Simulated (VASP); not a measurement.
Input of a VASP 6.6.1 run:

INCAR

```
PREC     = Accurate       # precision mode
ENCUT    = 520            # plane-wave cutoff, eV
EDIFF    = 1E-6           # SCF threshold, eV
ISMEAR   = 0              # smearing method
SIGMA    = 0.05           # smearing width, eV
LREAL    = F              # projectors in reciprocal space
LASPH    = T              # aspherical terms in the spheres
NELM     = 80             # most SCF steps
ALGO     = Normal         # electronic algorithm
ISIF     = 2              # what is computed and relaxed
LWAVE    = F              # write WAVECAR
LCHARG   = F              # write CHGCAR
ISPIN    = 2              # spin polarisation
MAGMOM   = 0.5 0          # initial moments
LORBIT   = 11             # projections on sites
NUPDOWN  = 0              # fixed moment
LMAXMIX  = 4              # l up to which the mixer works
LDAU     = T              # DFT+U
LDAUTYPE = 2            
LDAUL    = 2 -1           # shell
LDAUU    = 2 0            # U, eV
LDAUJ    = 0 0          
LDAUPRINT= 1            
GGA      = PE             # functional
NBANDS   = 19             # bands
```

File KPOINTS:

```
regular mesh
0
Gamma
  5 5 5
```

Contents of POSCAR:

```
PtSe
1.0
    0.0000000000      3.0374472300      3.0374472300
    3.0374472300      0.0000000000      3.0374472300
    3.0374472300      3.0374472300      0.0000000000
Pt Se
1 1
Direct
    0.0000000000      0.0000000000      0.0000000000
    0.2500000000      0.2500000000      0.2500000000
```

Potentials or basis: VASP PAW PBE potentials, release 64 (Pt, Se).

The run is started by

```bash
$ cat potpaw_PBE.64/Pt/POTCAR potpaw_PBE.64/Se/POTCAR > POTCAR
$ mpirun -np 1 vasp_std > vasp.out
```

Q: Predict the pressure.

A: -11.3 GPa.

Eigenvalues of the final occupation matrices:
```csv
site,spin,trace,eigenvalues
site 1 d,1,4.14,0.79 0.79 0.79 0.88 0.88
site 1 d,2,4.14,0.79 0.79 0.79 0.88 0.88
```

Caveat: the total moment is fixed, so each spin has its own Fermi level. The state reached can hang on the start; a lower one may exist.
